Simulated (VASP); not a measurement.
# A series in volume per atom on AlN

Plane-wave PAW density functional theory at fixed atoms, no spin polarisation, Gamma-centred mesh; band v is the last by electron count, c the next, levels count from the top of v, gaps are read over the k mesh and the listed points, a negative gap is an overlap (a metal). The results are calculated, by VASP 6.6.1.

Cell of the first row (space group Fm-3m, No. 225):
```
AlN
1.0
      0.0000     1.9381     1.9381
      1.9381     0.0000     1.9381
      1.9381     1.9381     0.0000
Al N
1 1
Direct
  0.00000 0.00000 0.00000
  0.50000 0.50000 0.50000
```

Settings of every row: functional r2SCAN; spin orbit no; screening parameter 0 Å⁻¹; occupations Gaussian; smearing width 0.01 eV; wave cutoff 520 eV; datasets recommended PBE set; valence electrons 8; k mesh a 10; k mesh b 10; k mesh c 10.

Point:
```csv
name,a (reciprocal cell vector),b (reciprocal cell vector),c (reciprocal cell vector)
Gamma,0,0,0
X,0.5,0,0.5
K,0.375,0.375,0.75
L,0.5,0.5,0.5
W,0.5,0.25,0.75
PBE-CBM,0,0.5,0.5
```

Limits: semilocal functionals tend to give too small a gap; the cell comes from a prototype or a list of computed structures and needn't be the stable phase.

```csv
row,volume per atom (Å³),direct gap (eV),band gap (eV)
1,7.28,8.543,5.739
2,7.51,8.022,5.806
3,7.745,?,?
4,7.984,7.041,5.837
5,8.229,6.579,5.527
6,8.478,6.135,5.226
7,8.732,5.707,4.936
8,8.992,5.298,4.656
9,9.256,4.903,4.385
```

Question: what direct gap should row 3 give?

Worked fit of direct gap. Take t = volume per atom − 8.3, in Å³. The shown rows have t = -1.02, -0.79, -0.316, -0.071, 0.178, 0.432, 0.692, 0.956. Least squares give direct gap = 6.4492 − 1.82243 × t + 0.22061 × t² eV; a straight line predicts inner rows, each left out in turn, worse (root mean square 0.077 against 0.0057 eV). The rows lie off it by 0.005, -0.005, -0.006, -0.001, 0.003, 0.004, 0.004, -0.006 (root mean square 0.0045 eV), a smooth pattern that one more power would take up: the form is only approximate. The withheld row has t = -0.555, so the fit gives 6.4492 − 1.82243 × (-0.555) + 0.22061 × (-0.555)² = 7.529 eV.

The calculation gave 7.522 eV. The fit lies 0.007 eV (0.19 % of the column's range) above it; its largest miss of a shown row is 0.006 eV.

The other values of row 3: band gap 5.867 eV.
